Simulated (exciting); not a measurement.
Si: single point with LDA

Crystal: Si.

```
Si
1.0
    -0.05735    2.72496    2.66440
     2.68527   -0.07610    2.68315
     2.66461    2.72306   -0.05545
Si
2
Direct
  0.50000 0.50000 0.50000
  0.75000 0.75000 0.75000
```

```yaml
Program: exciting (release sodium)
Task: single point
Functional: LDA
Potentials_or_basis: all-electron LAPW+lo, shipped species files, valence relativity iora*
rgkmax: 7.5
k_mesh: 8 × 8 × 8
Occupations: gaussian, width 0.01 eV
Spin: no spin polarisation
```

```json
{
 "Largest force": "0.421 eV/Å",
 "Band gap on the k mesh": "0.35 eV, indirect (least direct gap 2.19 eV)",
 "All electrons inside the program's atomic spheres": "Si 11.78 (radii Si 2.0 bohr)"
}
```

Forces in eV/Å, atoms in the order of the input:
```
Si  -0.269 -0.162 -0.281
Si   0.269  0.162  0.281
```

Levels at points of the mesh, in eV from the valence-band top:
```csv
k point,band 2,band 3,band 4,band 5,band 6,band 7
"(0.00, 0.00, 0.00)",-0.17,-0.02,0.00,2.19,2.33,2.57
"(0.50, 0.00, 0.00)",-7.01,-1.31,-1.11,1.37,3.03,3.56
"(0.00, 0.50, 0.00)",-6.98,-1.26,-1.04,1.53,3.21,3.42
"(0.50, 0.50, 0.00)",-7.70,-3.10,-2.80,0.35,0.67,9.64
"(0.00, 0.00, 0.50)",-7.01,-1.32,-1.12,1.35,3.02,3.56
"(0.50, 0.00, 0.50)",-7.89,-2.86,-2.70,0.60,0.76,9.71
"(0.00, 0.50, 0.50)",-7.71,-3.08,-2.80,0.36,0.67,9.63
"(0.50, 0.50, 0.50)",-7.09,-1.51,-1.32,0.99,3.02,3.28
```

Run time: 4.2 min on 1 thread of Intel(R) Xeon(R) Platinum 8259CL CPU @ 2.50GHz (Skylake/Cascade Lake), with other jobs on the host, peak memory 0.14 GiB.

A k mesh can miss the band edges. A hybrid or GW would open this gap; LDA tends to underestimate it.
